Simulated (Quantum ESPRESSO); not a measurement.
Set up this calculation in Quantum ESPRESSO 7.5, as the native input.

```
Task                : phonon dispersion
Functional          : PBE
Potentials or basis : GBRV 1.5 PBE
Cutoff              : 612 eV
Density cutoff      : 4898 eV
k mesh              : 12 × 12 × 12
Occupations         : cold, width 0.2 eV
Spin                : no spin polarisation
Mixing beta         : 0.5
Most SCF iterations : 120
SCF threshold       : 2e-10 Ry
q mesh              : 4 × 4 × 4
```

Al:

```xyz
1
Lattice="0.0000 2.0248 2.0248 2.0248 0.0000 2.0248 2.0248 2.0248 0.0000" Properties=species:S:1:pos:R:3 pbc="T T T"
Al    0.0000    0.0000    0.0000
```

The input as run:

pw.in

```
&CONTROL
  calculation = 'scf'
  prefix = 'pwscf'
  outdir = './tmp'
  pseudo_dir = './pseudo'
  tprnfor = .true.
  tstress = .true.
  disk_io = 'low'
/
&SYSTEM
  ibrav = 0
  nat = 1
  ntyp = 1
  ecutwfc = 45
  ecutrho = 360
  nbnd = 6
  occupations = 'smearing'
  smearing = 'mv'
  degauss = 0.01469973
/
&ELECTRONS
  conv_thr = 2d-10
  electron_maxstep = 120
  mixing_beta = 0.5
/
ATOMIC_SPECIES
Al    26.9815 al_pbe_v1.uspp.F.UPF
CELL_PARAMETERS angstrom
   0.0000000000    2.0248050000    2.0248050000
   2.0248050000    0.0000000000    2.0248050000
   2.0248050000    2.0248050000    0.0000000000
ATOMIC_POSITIONS crystal
Al     0.0000000000    0.0000000000    0.0000000000
K_POINTS automatic
12 12 12 0 0 0
```

relax.in

```
&CONTROL
  calculation = 'vc-relax'
  prefix = 'pwscf'
  outdir = './tmp'
  pseudo_dir = './pseudo'
  tprnfor = .true.
  tstress = .true.
  disk_io = 'low'
  nstep = 40
  forc_conv_thr = 0.0001
  etot_conv_thr = 1d-06
/
&SYSTEM
  ibrav = 0
  nat = 1
  ntyp = 1
  ecutwfc = 45
  ecutrho = 360
  nbnd = 6
  occupations = 'smearing'
  smearing = 'mv'
  degauss = 0.01469973
/
&ELECTRONS
  conv_thr = 2d-10
  electron_maxstep = 120
  mixing_beta = 0.5
/
&IONS
  ion_dynamics = 'bfgs'
/
&CELL
  cell_dynamics = 'bfgs'
  press = 0
  press_conv_thr = 0.2
/
ATOMIC_SPECIES
Al    26.9815 al_pbe_v1.uspp.F.UPF
CELL_PARAMETERS angstrom
   0.0000000000    2.0248050000    2.0248050000
   2.0248050000    0.0000000000    2.0248050000
   2.0248050000    2.0248050000    0.0000000000
ATOMIC_POSITIONS crystal
Al     0.0000000000    0.0000000000    0.0000000000
K_POINTS automatic
12 12 12 0 0 0
```

scf2.in

```
&CONTROL
  calculation = 'scf'
  prefix = 'pwscf'
  outdir = './tmp'
  pseudo_dir = './pseudo'
  tprnfor = .true.
  tstress = .true.
  disk_io = 'low'
/
&SYSTEM
  ibrav = 0
  nat = 1
  ntyp = 1
  ecutwfc = 45
  ecutrho = 360
  nbnd = 6
  occupations = 'smearing'
  smearing = 'mv'
  degauss = 0.01469973
/
&ELECTRONS
  conv_thr = 1d-13
  electron_maxstep = 120
  mixing_beta = 0.5
  startingpot = 'file'
  startingwfc = 'file'
/
ATOMIC_SPECIES
Al    26.9815 al_pbe_v1.uspp.F.UPF
CELL_PARAMETERS angstrom
   0.0000000000    2.0218512521    2.0218512521
   2.0218512521    0.0000000000    2.0218512521
   2.0218512521    2.0218512521    0.0000000000
ATOMIC_POSITIONS crystal
Al     0.0000000000    0.0000000000    0.0000000000
K_POINTS automatic
12 12 12 0 0 0
```

ph.in

```
phonon_bands of Al
&INPUTPH
  prefix = 'pwscf'
  outdir = './tmp'
  tr2_ph = 1d-18
  fildyn = 'dyn'
  niter_ph = 90
  alpha_mix(1) = 0.4
  ldisp = .true.
  nq1 = 4
  nq2 = 4
  nq3 = 4
/
```

q2r.in

```
&INPUT
  fildyn = 'dyn'
  zasr = 'crystal'
  flfrc = 'fc'
/
```

matdyn.in

```
&INPUT
  asr = 'crystal'
  flfrc = 'fc'
  flfrq = 'freq'
  q_in_cryst_coord = .true.
  flvec = ' '
/
80
 0.0000000000  0.0000000000  0.0000000000
 0.0454545455  0.0000000000  0.0454545455
 0.0909090909  0.0000000000  0.0909090909
 0.1363636364  0.0000000000  0.1363636364
 0.1818181818  0.0000000000  0.1818181818
 0.2272727273  0.0000000000  0.2272727273
 0.2727272727  0.0000000000  0.2727272727
 0.3181818182  0.0000000000  0.3181818182
 0.3636363636  0.0000000000  0.3636363636
 0.4090909091  0.0000000000  0.4090909091
 0.4545454545  0.0000000000  0.4545454545
 0.5000000000  0.0000000000  0.5000000000
 0.5000000000  0.0500000000  0.5500000000
 0.5000000000  0.1000000000  0.6000000000
 0.5000000000  0.1500000000  0.6500000000
 0.5000000000  0.2000000000  0.7000000000
 0.5000000000  0.2500000000  0.7500000000
 0.4687500000  0.2812500000  0.7500000000
 0.4375000000  0.3125000000  0.7500000000
 0.4062500000  0.3437500000  0.7500000000
 0.3750000000  0.3750000000  0.7500000000
 0.3461538462  0.3461538462  0.6923076923
 0.3173076923  0.3173076923  0.6346153846
 0.2884615385  0.2884615385  0.5769230769
 0.2596153846  0.2596153846  0.5192307692
 0.2307692308  0.2307692308  0.4615384615
 0.2019230769  0.2019230769  0.4038461538
 0.1730769231  0.1730769231  0.3461538462
 0.1442307692  0.1442307692  0.2884615385
 0.1153846154  0.1153846154  0.2307692308
 0.0865384615  0.0865384615  0.1730769231
 0.0576923077  0.0576923077  0.1153846154
 0.0288461538  0.0288461538  0.0576923077
 0.0000000000  0.0000000000  0.0000000000
 0.0454545455  0.0454545455  0.0454545455
 0.0909090909  0.0909090909  0.0909090909
 0.1363636364  0.1363636364  0.1363636364
 0.1818181818  0.1818181818  0.1818181818
 0.2272727273  0.2272727273  0.2272727273
 0.2727272727  0.2727272727  0.2727272727
 0.3181818182  0.3181818182  0.3181818182
 0.3636363636  0.3636363636  0.3636363636
 0.4090909091  0.4090909091  0.4090909091
 0.4545454545  0.4545454545  0.4545454545
 0.5000000000  0.5000000000  0.5000000000
 0.5178571429  0.4642857143  0.5178571429
 0.5357142857  0.4285714286  0.5357142857
 0.5535714286  0.3928571429  0.5535714286
 0.5714285714  0.3571428571  0.5714285714
 0.5892857143  0.3214285714  0.5892857143
 0.6071428571  0.2857142857  0.6071428571
 0.6250000000  0.2500000000  0.6250000000
 0.5937500000  0.2500000000  0.6562500000
 0.5625000000  0.2500000000  0.6875000000
 0.5312500000  0.2500000000  0.7187500000
 0.5000000000  0.2500000000  0.7500000000
 0.5000000000  0.2750000000  0.7250000000
 0.5000000000  0.3000000000  0.7000000000
 0.5000000000  0.3250000000  0.6750000000
 0.5000000000  0.3500000000  0.6500000000
 0.5000000000  0.3750000000  0.6250000000
 0.5000000000  0.4000000000  0.6000000000
 0.5000000000  0.4250000000  0.5750000000
 0.5000000000  0.4500000000  0.5500000000
 0.5000000000  0.4750000000  0.5250000000
 0.5000000000  0.5000000000  0.5000000000
 0.4861111111  0.4861111111  0.5277777778
 0.4722222222  0.4722222222  0.5555555556
 0.4583333333  0.4583333333  0.5833333333
 0.4444444444  0.4444444444  0.6111111111
 0.4305555556  0.4305555556  0.6388888889
 0.4166666667  0.4166666667  0.6666666667
 0.4027777778  0.4027777778  0.6944444444
 0.3888888889  0.3888888889  0.7222222222
 0.3750000000  0.3750000000  0.7500000000
 0.6250000000  0.2500000000  0.6250000000
 0.5937500000  0.1875000000  0.5937500000
 0.5625000000  0.1250000000  0.5625000000
 0.5312500000  0.0625000000  0.5312500000
 0.5000000000  0.0000000000  0.5000000000
```

matdyn_dos.in

```
&INPUT
  asr = 'crystal'
  flfrc = 'fc'
  dos = .true.
  fldos = 'phdos'
  nk1 = 18
  nk2 = 18
  nk3 = 18
  deltaE = 1
  flvec = ' '
  flfrq = ' '
/
```

matdyn_mesh.in

```
&INPUT
  asr = 'crystal'
  flfrc = 'fc'
  flfrq = 'mesh'
  q_in_cryst_coord = .true.
  flvec = ' '
/
1000
 0.05000000  0.05000000  0.05000000
 0.05000000  0.05000000  0.15000000
 0.05000000  0.05000000  0.25000000
[... 997 further points of the even 10 x 10 x 10 mesh, shifted by half a step ...]
```

Potentials or basis: GBRV 1.5 PBE.

Launch:

```sh
$ OMP_NUM_THREADS=1 pw.x -in pw.in > pw.out
$ OMP_NUM_THREADS=1 pw.x -in relax.in > relax.out
$ OMP_NUM_THREADS=1 pw.x -in scf2.in > scf2.out
$ OMP_NUM_THREADS=1 ph.x -in ph.in > ph.out
$ OMP_NUM_THREADS=1 q2r.x -in q2r.in > q2r.out
$ OMP_NUM_THREADS=1 matdyn.x -in matdyn.in > matdyn.out
$ OMP_NUM_THREADS=1 matdyn.x -in matdyn_dos.in > matdyn_dos.out
$ OMP_NUM_THREADS=1 matdyn.x -in matdyn_mesh.in > matdyn_mesh.out
```

Results of the run:

```
Relaxed volume                         : 16.53 Å³/atom
Relaxed cell                           : a = 2.859 Å, b = 2.859 Å, c = 2.859 Å, α = 60.00°, β = 60.00°, γ = 60.00°
Space group after relaxing (to 0.05 Å) : Fm-3m (No. 225)
Pressure after relaxing                : 0.0 GPa
Band gap on the k mesh                 : none (metal or under the smearing width)
Highest phonon frequency               : 341 cm⁻¹
Zero-point energy                      : 0.038 eV/atom
```

It took 5.7 min on 1 thread of Intel(R) Xeon(R) Platinum 8488C (Sapphire Rapids) (shared host), peak memory 0.09 GiB.
